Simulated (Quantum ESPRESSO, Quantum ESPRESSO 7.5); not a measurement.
# First-year notebook: the lattice constant of NdSb with PBEsol

*A beginner's notebook, kept as written. Several of its settings and conclusions are unsound; a review follows at the end.*

## What was measured

NdSb is a cubic crystal with the rock salt structure, and the quantity I want is the edge $a$ of its cubic cell. My reference is $a = 6.319$ Å from "Complex electronic structure evolution of NdSb across the magnetic transition" (2022, arXiv:2203.05879), where it is quoted from earlier work. The method and the temperature are not given with the value. A second paper, "Directional effects of antiferromagnetic ordering on the electronic structure in NdSb" (2023, arXiv:2305.17085), has 6.336 Å, an experimental value used there as input for a calculation. The diffraction structure from the Crystallography Open Database, which I start from, has 6.338 Å. So my starting cell is 0.019 Å larger than the reference.

| compared with | measured | source's wording or label | method |
| --- | --- | --- | --- |
| a (Å) | 6.319 | cubic lattice constant | method not stated * |
| a (Å) | 6.336 | cubic lattice parameter, experimental value used as calculation input | method not stated |

Where a quantity has several values, deviations refer to the one marked *.

Conditions are those given with the value in the passage it was taken from; "not stated" means there, and the paper may say more elsewhere.

## Approach

I want the program to give me 6.319 Å. I will let Quantum ESPRESSO relax the cell with PBEsol, which I have read is meant for solids, using potentials that keep the 4f electrons in the core. The cell has only two atoms, so I think this should be easy.

My target is agreement to the third decimal, because the reference has three decimals. If the result is off, I will change the settings one after another until it fits, and the settings that fit will be the right ones.

System: NdSb (neodymium antimonide), rock salt; Fm-3m (No. 225), 2 atoms in the primitive cell; the database structure is a diffraction structure: a = 6.338 Å; structure from the Crystallography Open Database.

## 1. A quick start with a small cutoff

The cutoff seems to decide mostly how long a run takes, so I start with a small one, 16 Ry, and a 6x6x6 k mesh. The starting cell is already close to the reference, and the relaxation only has to shrink it a little. I expect something near 6.32 Å.

**Run 1.** Quantum ESPRESSO 7.5: PBEsol, PseudoDojo norm-conserving potentials (4f in the core), cell and atoms relaxed from the database structure, cutoff 16 Ry, 6x6x6 k mesh, Marzari-Vanderbilt smearing 0.14 eV; PBE files.

Key lines of the input:
```
! potential files: PseudoDojo norm-conserving potentials (4f in the core), made for PBE
&control
  calculation = 'vc-relax'
  forc_conv_thr = 2.0d-4
  etot_conv_thr = 1.0d-5
  nstep = 30
/
&system
  nat = 4
  ntyp = 2
  ecutwfc = 16
  input_dft = 'pbesol'
  nbnd = 37
  occupations = 'smearing'
  smearing = 'mv'
  degauss = 0.01029
/
&electrons
  conv_thr = 1.0d-8
  electron_maxstep = 60
/
&ions
/
&cell
  press_conv_thr = 0.5
/
ATOMIC_SPECIES
  Nd 144.242 Nd.upf
  Sb 121.760 Sb.upf
[... cell and positions ...]
K_POINTS automatic
  6 6 6 0 0 0
```

Command:
```
OMP_NUM_THREADS=1 mpirun -n 8 pw.x -nk 8 -in relax.in > relax.out
```

Selected lines of the output:
```
     number of k points=    40  Marzari-Vanderbilt smearing, width (Ry)=  0.0103
     new unit-cell volume =    245.48281 a.u.^3 (    36.37680 Ang^3 )
          total   stress  (Ry/bohr**3)                   (kbar)     P=       -0.04
     bfgs converged in  11 scf cycles and   8 bfgs steps
          total   stress  (Ry/bohr**3)                   (kbar)     P=   -15085.24
```

Converged; 55 s on 8 cores of Arm Neoverse V2, shared host. Warnings: WARNING: bfgs curvature condition failed, Theta= 0.478; WARNING: integrated charge=    52.00000874, expected=    52.00000000; WARNING: integrated charge=    52.00006122, expected=    52.00000000; WARNING: integrated charge=    52.00009491, expected=    52.00000000; WARNING: integrated charge=    52.00022354, expected=    52.00000000.

| quantity | run 1 | measured | deviation |
| --- | --- | --- | --- |
| a (Å) | 4.175 | 6.319 | −2.144 (−33.9 %) |
| conventional cell volume (Å³) | 72.75 |  |  |
| final pressure (GPa) | −1508.524 |  |  |

The lattice constant came out as 4.175 Å, which is 2.144 Å too small. But the output says that bfgs converged, and the pressure at that point was only -0.04 kbar, so the calculation itself is right. I conclude that PBEsol pulls the atoms of NdSb much too close together.

There is also a pressure of -15085.24 kbar at the very end. It has a minus sign, so I take it that the crystal is still being pulled inwards and would shrink further if I let it.

## 2. Starting from a bigger cell

If the cell shrinks too much, I should give it more room at the start. I take lattice vectors 1.02 times those of the database and loosen the thresholds to 0.01 Ry/bohr and 50 kbar, so that the relaxation stops before it has gone too far. I also put the cutoff up to 90 Ry, since the first run was over quickly. I expect a value still below 6.319 Å, but much closer than before.

**Run 2.** Quantum ESPRESSO 7.5: PBEsol, PseudoDojo norm-conserving potentials (4f in the core), cell and atoms relaxed from the database structure, cutoff 90 Ry, 6x6x6 k mesh, Marzari-Vanderbilt smearing 0.14 eV; started from lattice vectors 1.02 times the database's, thresholds 0.01 Ry/bohr and 50 kbar; PBE files.

Key lines of the input:
```
! potential files: PseudoDojo norm-conserving potentials (4f in the core), made for PBE
&control
  calculation = 'vc-relax'
  forc_conv_thr = 1.0d-2
  etot_conv_thr = 1.0d-2
/
&system
  nat = 4
  ntyp = 2
  ecutwfc = 90
  input_dft = 'pbesol'
  nbnd = 37
  occupations = 'smearing'
  smearing = 'mv'
  degauss = 0.01029
/
&electrons
  conv_thr = 1.0d-8
  electron_maxstep = 100
  mixing_beta = 0.4
/
&ions
/
&cell
  press_conv_thr = 50
/
ATOMIC_SPECIES
  Nd 144.242 Nd.upf
  Sb 121.760 Sb.upf
CELL_PARAMETERS angstrom
  3.23238000 3.23238000 6.46476000
  6.46476000 0.00000000 6.46476000
  3.23238000 3.23238000 0.00000000
[... positions ...]
K_POINTS automatic
  6 6 6 0 0 0
```

Selected lines of the output:
```
     number of k points=    40  Marzari-Vanderbilt smearing, width (Ry)=  0.0103
          total   stress  (Ry/bohr**3)                   (kbar)     P=      -42.76
     bfgs converged in   1 scf cycles and   0 bfgs steps
          total   stress  (Ry/bohr**3)                   (kbar)     P=      -42.63
```

Converged; 2.5 min, same machine.

| quantity | run 2 | measured | deviation |
| --- | --- | --- | --- |
| a (Å) | 6.465 | 6.319 | +0.146 (+2.3 %) |
| conventional cell volume (Å³) | 270.18 |  |  |
| final pressure (GPa) | −4.263 |  |  |

Now $a$ is 6.465 Å, which is 0.146 Å too large. The extra room has worked: PBEsol no longer pulls the crystal together. The relaxation converged in 1 scf cycle and 0 bfgs steps, so the program was satisfied with this cell at once, and I take 6.465 Å as the PBEsol value for this start.

The pressure is again negative, -42.63 kbar, but far smaller than the last one, so I count that as an improvement.

## 3. Fewer k points

One result was too small and one too large, and both had the 6x6x6 mesh with 40 k points. So I think the mesh is what spoils the answer. I go down to 2x2x2, because a crystal with such a simple cell should not need many points, and I start from the database cell again with the usual thresholds. The cutoff stays at 90 Ry. I expect $a$ to come down from 6.465 Å towards 6.319 Å.

**Run 3.** Quantum ESPRESSO 7.5: PBEsol, PseudoDojo norm-conserving potentials (4f in the core), cell and atoms relaxed from the database structure, cutoff 90 Ry, 2x2x2 k mesh, Marzari-Vanderbilt smearing 0.14 eV; PBE files.

Key lines of the input, as changed from run 1:
```diff
  &system
-   ecutwfc = 16
+   ecutwfc = 90
  K_POINTS automatic
-   6 6 6 0 0 0
+   2 2 2 0 0 0
```

Command:
```
OMP_NUM_THREADS=1 mpirun -n 8 pw.x -nk 2 -in relax.in > relax.out
```

Selected lines of the output:
```
     number of k points=     6  Marzari-Vanderbilt smearing, width (Ry)=  0.0103
          total   stress  (Ry/bohr**3)                   (kbar)     P=        0.26
CELL_PARAMETERS (angstrom)
   3.193333766   3.193333766   6.195698511
   6.386667532   0.000000000   6.195698511
```

Converged; 68 s, same machine. Warnings: WARNING: bfgs curvature condition failed, Theta= 0.934; WARNING: integrated charge=    51.99998853, expected=    52.00000000; WARNING: integrated charge=    52.00016830, expected=    52.00000000; WARNING: integrated charge=    52.00024240, expected=    52.00000000; WARNING: integrated charge=    52.00037431, expected=    52.00000000.

| quantity | run 3 | measured | deviation |
| --- | --- | --- | --- |
| a (Å) | 6.322 | 6.319 | +0.003 (+0.1 %) |
| conventional cell volume (Å³) | 252.72 |  |  |
| final pressure (GPa) | 0.026 |  |  |

This is nearly it: $a$ is 6.322 Å, only 0.003 Å above the reference. So the k mesh was the trouble, and 2x2x2 suits NdSb much better than 6x6x6. The final pressure is 0.26 kbar, practically nothing, which tells me that PBEsol is now accurate for this crystal.

In the cell lines I find 6.387 and 6.196 instead of one number. The 6.322 Å lies between them, so I take the two as the upper and lower limits of the result, and the reference is inside.

## 4. Removing the last 0.003 Å

My target was the third decimal, so 6.322 Å is not good enough yet. The mesh has the strongest effect, and I will use it for the fine adjustment: 4x4x4, with everything else left as it is. That is only a small step up from 2x2x2, so I expect a small change, down to 6.319 Å.

**Run 4.** Quantum ESPRESSO 7.5: PBEsol, PseudoDojo norm-conserving potentials (4f in the core), cell and atoms relaxed from the database structure, cutoff 90 Ry, 4x4x4 k mesh, Marzari-Vanderbilt smearing 0.14 eV; PBE files.

Key lines of the input, as changed from run 3:
```diff
  &control
-   nstep = 30
+   nstep = 60
  &electrons
-   electron_maxstep = 60
+   electron_maxstep = 100
+   mixing_beta = 0.4
  K_POINTS automatic
-   2 2 2 0 0 0
+   4 4 4 0 0 0
```

Selected lines of the output:
```
     number of k points=    18  Marzari-Vanderbilt smearing, width (Ry)=  0.0103
CELL_PARAMETERS (angstrom)
   3.148702686   3.148702686   6.291512296
   6.297405372   0.000000000   6.291512296
```

Converged; 3.3 min, same machine.

| quantity | run 4 | measured | deviation |
| --- | --- | --- | --- |
| a (Å) | 6.295 | 6.319 | −0.024 (−0.4 %) |
| conventional cell volume (Å³) | 249.50 |  |  |
| final pressure (GPa) | −0.001 |  |  |

The value went down as I wanted, but much too far: from 6.322 Å to 6.295 Å, which is 0.024 Å below the reference. I conclude that every added k point presses the crystal together a little, and that 18 points are too many for NdSb. The two numbers in the cell lines are now 6.297 and 6.292, so the limits have become narrow, but the reference is no longer between them. That makes this the worse calculation of the two.

## 5. More smearing to widen the cell

There is no mesh between 2x2x2 and 4x4x4 that I trust, so I leave the fine adjustment to the smearing. I take Fermi-Dirac with 0.7 eV in place of 0.14 eV. Smearing sounds like something that spreads the electrons out, and spread-out electrons should need more room, so the cell ought to grow. Because the larger smearing will push outwards, I can go back to the 6x6x6 mesh to hold it in check. I expect the two effects to meet at about 6.319 Å.

**Run 5.** Quantum ESPRESSO 7.5: PBEsol, PseudoDojo norm-conserving potentials (4f in the core), cell and atoms relaxed from the database structure, cutoff 90 Ry, 6x6x6 k mesh, Fermi-Dirac smearing 0.7 eV; PBE files.

Key lines of the input, as changed from run 1:
```diff
  &system
-   ecutwfc = 16
+   ecutwfc = 90
-   smearing = 'mv'
-   degauss = 0.01029
+   smearing = 'fd'
+   degauss = 0.05145
  &electrons
-   electron_maxstep = 60
+   electron_maxstep = 100
+   mixing_beta = 0.4
```

Selected lines of the output:
```
     number of k points=    40  Fermi-Dirac smearing, width (Ry)=  0.0515
          total   stress  (Ry/bohr**3)                   (kbar)     P=       -0.00
CELL_PARAMETERS (angstrom)
   3.176733389   3.176733389   6.353370276
   6.353466778  -0.000000000   6.353370276
```

Converged; 5.8 min, same machine.

| quantity | run 5 | measured | deviation |
| --- | --- | --- | --- |
| a (Å) | 6.353 | 6.319 | +0.034 (+0.5 %) |
| conventional cell volume (Å³) | 256.46 |  |  |
| final pressure (GPa) | 0.000 |  |  |

The smearing does widen the cell, as I thought: $a$ is now 6.353 Å. But it has pushed too hard, and I am 0.034 Å above the reference. The upper and lower limits in the cell lines are both 6.353 Å, so this result is exact to the third decimal. The pressure is zero as well. I conclude that 6.353 Å is the true value for NdSb with hot electrons, and that the measured crystal must have had cooler ones.

## 6. Old smearing, looser SCF threshold

I go back to the smearing of 0.14 eV, which should let the cell shrink again. So that it does not fall as low as 6.295 Å, I need something that holds it up a little. The run with the loose thresholds gave my largest cell, 6.465 Å, so loose thresholds seem to make the crystal bigger. This time I loosen only the SCF threshold, to 1e-3 Ry, and keep the 6x6x6 mesh and the 90 Ry. I expect the cell to settle between 6.295 Å and 6.353 Å, close to 6.319 Å.

**Run 6.** Quantum ESPRESSO 7.5: PBEsol, PseudoDojo norm-conserving potentials (4f in the core), cell and atoms relaxed from the database structure, cutoff 90 Ry, 6x6x6 k mesh, Marzari-Vanderbilt smearing 0.14 eV; SCF threshold 1e-3 Ry; PBE files.

Key lines of the input, as changed from run 1:
```diff
  &system
-   ecutwfc = 16
+   ecutwfc = 90
  &electrons
-   conv_thr = 1.0d-8
-   electron_maxstep = 60
+   conv_thr = 1.0d-3
```

Selected lines of the output:
```
          total   stress  (Ry/bohr**3)                   (kbar)     P=       -0.19
          total   stress  (Ry/bohr**3)                   (kbar)     P=       -0.64
CELL_PARAMETERS (angstrom)
   3.147580721   3.147580721   6.286840889
   6.295161443   0.000000000   6.286840889
```

Converged; 3.2 min, same machine. Warnings: WARNING: bfgs curvature condition failed, Theta= 0.871.

| quantity | run 6 | measured | deviation |
| --- | --- | --- | --- |
| a (Å) | 6.292 | 6.319 | −0.027 (−0.4 %) |
| conventional cell volume (Å³) | 249.14 |  |  |
| final pressure (GPa) | −0.064 |  |  |

The cell did not stop near 6.319 Å. It went down to 6.292 Å, 0.027 Å below the reference and even a little below the 6.295 Å of the 4x4x4 mesh. So a loose SCF threshold does not hold the crystal up; it seems to let it sag. The limits in the cell lines are 6.295 and 6.287, and the reference is outside them again.

The final pressure is -0.64 kbar. I read the minus sign as the crystal still wanting to shrink, so the real value with these settings must be smaller still. I have now turned the cutoff, the mesh, the smearing and the thresholds, and the only setting that came close was the 2x2x2 mesh.

## All runs against the measurement

| run | settings | a (Å) | deviation | cost |
| --- | --- | --- | --- | --- |
| 1 | PBEsol, cutoff 16 Ry, 6x6x6 k mesh, Marzari-Vanderbilt smearing 0.14 eV | 4.175 | −2.144 (−33.9 %) | 7.3 core-min |
| 2 | PBEsol, 6x6x6 k mesh, started from lattice vectors 1.02 times the database's, thresholds 0.01 Ry/bohr and 50 kbar | 6.465 | +0.146 (+2.3 %) | 20 core-min |
| 3 | PBEsol, cutoff 90 Ry, 2x2x2 k mesh, Marzari-Vanderbilt smearing 0.14 eV | 6.322 | +0.003 (+0.1 %) | 9.1 core-min |
| 4 | PBEsol, cutoff 90 Ry, 4x4x4 k mesh, Marzari-Vanderbilt smearing 0.14 eV | 6.295 | −0.024 (−0.4 %) | 27 core-min |
| 5 | PBEsol, cutoff 90 Ry, 6x6x6 k mesh, Fermi-Dirac smearing 0.7 eV | 6.353 | +0.034 (+0.5 %) | 46 core-min |
| 6 | PBEsol, cutoff 90 Ry, 6x6x6 k mesh, Marzari-Vanderbilt smearing 0.14 eV, SCF threshold 1e-3 Ry | 6.292 | −0.027 (−0.4 %) | 26 core-min |
|  | measured | 6.319 |  |  |

## Where I got to

I settle on $a = 6.322$ Å for NdSb, from PBEsol with the 2x2x2 mesh and 90 Ry. It misses my target of the third decimal by 0.003 Å, but no other run came closer, and it took only about a minute.

The 4x4x4 mesh gave 6.295 Å and the 6x6x6 mesh with the loose SCF threshold gave 6.292 Å, so I note that NdSb does not tolerate many k points. The large smearing made the cell too big, at 6.353 Å. The 4.175 Å from the first run I still cannot place. That run converged like the others, so I suppose PBEsol has a second, denser form of the crystal, which one reaches with a small cutoff.

What I don't understand is why the settings would not add up. I had one that made the cell larger and one that made it smaller, and together they never gave 6.319 Å. Perhaps a 3x3x3 mesh would have done it. For the next crystal I will begin with 2x2x2 and leave the rest alone.

## Review

Further runs made for the review:

| reviewer's run | settings | a (Å) | deviation | cost |
| --- | --- | --- | --- | --- |
| R1 | PBEsol, cutoff 90 Ry, 6x6x6 k mesh, Marzari-Vanderbilt smearing 0.14 eV | 6.292 | −0.027 (−0.4 %) | 44 core-min |
| R2 | PBEsol+D3(BJ), cutoff 90 Ry, 8x8x8 k mesh, Marzari-Vanderbilt smearing 0.14 eV | 6.216 | −0.103 (−1.6 %) | 2.1 core-h |
|  | measured | 6.319 |  |  |

The notebook starts well, with a diffraction structure, a functional suited to solids and 4f electrons kept in the core. The target is unsound: the quoted measured values already differ in the second decimal. Settings should be converged without regard to the measurement, not tuned until they fit it.

Run 1 fails because 16 Ry is far too low for these potentials. "Converged" held only for the basis carried along from the starting cell; the -15085 kbar on a fresh basis exposed the failure and says nothing about a real crystal. At 90 Ry the same mesh and smearing give 6.292 Å (R1) for 44 core-minutes instead of 7.3. So PBEsol doesn't crush NdSb, and 4.175 Å is no denser form.

Run 2 rightly raises the cutoff, but then hands back its enlarged starting cell. Zero BFGS steps were the sign: the pressure of -42.76 kbar lay within the 50 kbar allowed. That pressure meant the cell still wanted to shrink, so 6.465 Å is no PBEsol value.

Run 3 lands 0.003 Å from the reference by chance. Its 2x2x2 mesh is far too coarse, and 6.387 and 6.196 Å are not error limits but unequal edges of a cell that should be cubic. The inputs hold four atoms, not the two of the primitive cell, and the lower symmetry of this doubled cell lets uneven sampling pull the edges apart. Near-zero pressure shows that the relaxation finished, not that it is accurate. The charge and BFGS warnings here and in run 1 deserved a check, though such small charge errors don't explain the results.

Run 4 is the notebook's soundest calculation, not a worse one. Its step limits and charge mixing were changed along with the mesh, but these steer the path to convergence, not the converged cell. Its edges nearly agree, and going on to 6x6x6 changes $a$ by only 0.003 Å (R1). Added k points don't press on a crystal; they remove sampling error.

Run 5 does show that heavy smearing swells the cell, by 0.061 Å against R1. But smearing spreads occupations over energies, not electrons over space, and a finer mesh doesn't counteract it. A width of 0.7 eV means electrons at very roughly 8000 K, which tells us nothing about the measured sample. Equal edges show a cubic cell, not three exact decimals.

Run 6 has an SCF threshold too loose for reliable stresses, but it did no harm here: R1 also gives 6.292 Å. The threshold neither holds the crystal up nor lets it sag, and the remaining -0.64 kbar is too small to imply a noticeably smaller cell.

The closing choice of 6.322 Å should therefore be dropped, as should 2x2x2 as a starting rule. A 3x3x3 mesh chosen to hit the reference would only be another accident.

My verdict is that sound PBEsol describes NdSb well, 0.027 Å or 0.4 % below the reference (R1). Adding D3(BJ) to PBEsol, with a finer mesh, worsens the miss to 0.103 Å (R2). The reference is itself a quoted value without method or temperature, and the other paper's 6.336 Å would widen the gap. If it was measured at room temperature, thermal expansion, absent from these runs, would explain part of the difference. How much remains for the functional, the frozen 4f shell and the PBE-made potentials is unresolved.

[Logs are printed without paths, hosts, clocks, repeated set-up lines and the standing remarks that a program may print on its own settings, such as how far it seeks lower states.]

[The runs shown are a pick from a larger set of finished runs; failed, doubtful and other runs were left out of it ahead of writing. So were measured values far from every level or from commonly accepted values, and agreement can look better than it is. Lines of input and output are excerpts and may be shortened.]
